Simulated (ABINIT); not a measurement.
# HfN: relaxation of cell and atoms with PBE

Crystal: HfN.

```
CELL_PARAMETERS angstrom
0.00000 2.25600 2.25600
2.25600 0.00000 2.25600
2.25600 2.25600 0.00000
ATOMIC_POSITIONS crystal
Hf 0.00000 0.00000 0.00000
N 0.50000 0.50000 0.50000
```

```yaml
Program: ABINIT 10.8.3 (patched build)
Task: relaxation of cell and atoms
Functional: PBE
Potentials_or_basis: JTH PAW PBE v2.0
Cutoff: 707 eV
k_mesh: 10 × 10 × 10
Occupations: fermi-dirac, width 0.05 eV
Spin: no spin polarisation
Target_pressure: 10 GPa
Cell_freedom_optcell: 2
Cutoff_smearing_ecutsm_Ha: 0.5
Optimiser_ionmov: 2
Force_stop_Ha/bohr: 5e-05
Fine-grid_cutoff: 1306.15 eV
```

```yaml
Relaxed_volume: 11.29 Å³/atom
Relaxed_cell: a = 3.173 Å, b = 3.173 Å, c = 3.173 Å, α = 60.00°, β = 60.00°, γ = 60.00°
Space_group_after_relaxing_to_0.05_Å: Fm-3m (No. 225)
Energy_change_on_relaxing_the_enthalpy_is_what_falls: +8.8 meV/atom
Ionic_steps: 3
Pressure_after_relaxing: 10.0 GPa
Band_gap_on_the_k_mesh: none (metal or under the smearing width)
Valence_electrons_inside_the_program's_atomic_spheres: Hf 9.72; N 2.59
```

Step by step:
```
step  energy change (eV)  largest force (eV/Å)  pressure (GPa)  volume (Å³)
   1              0.0000                0.0000            4.99        22.96
   2              0.0159                0.0000            9.62        22.61
   3              0.0176                0.0000           10.01        22.59
```

Final structure:
```yaml
crystal:
  lattice:
    - [0.00000, 2.24354, 2.24354]
    - [2.24354, 0.00000, 2.24354]
    - [2.24354, 2.24354, 0.00000]
  atoms:
    - { symbol: Hf, position: [0.00000, 0.00000, 0.00000] }
    - { symbol: N, position: [0.50000, 0.50000, 0.50000] }
```

Levels at points of the mesh, in eV from the Fermi level:
```tsv
k point	band 5	band 6	band 7	band 8	band 9	band 10	band 11	band 12	band 13
(0.00, 0.00, 0.00)	-17.67	-3.10	-3.10	-3.10	-0.40	-0.40	-0.40	1.94	1.98
(0.50, 0.00, 0.00)	-14.85	-9.06	-6.34	-6.34	3.33	3.78	3.78	4.48	9.06
(0.50, 0.50, 0.00)	-16.59	-5.47	-3.95	-3.76	-3.76	4.18	5.66	5.66	5.80
```

Run time: 61 s on 1 thread of Intel(R) Xeon(R) 6975P-C (Granite Rapids) (shared host), peak memory 0.16 GiB.

The run has no spin-orbit coupling, so splittings on Hf are missing.
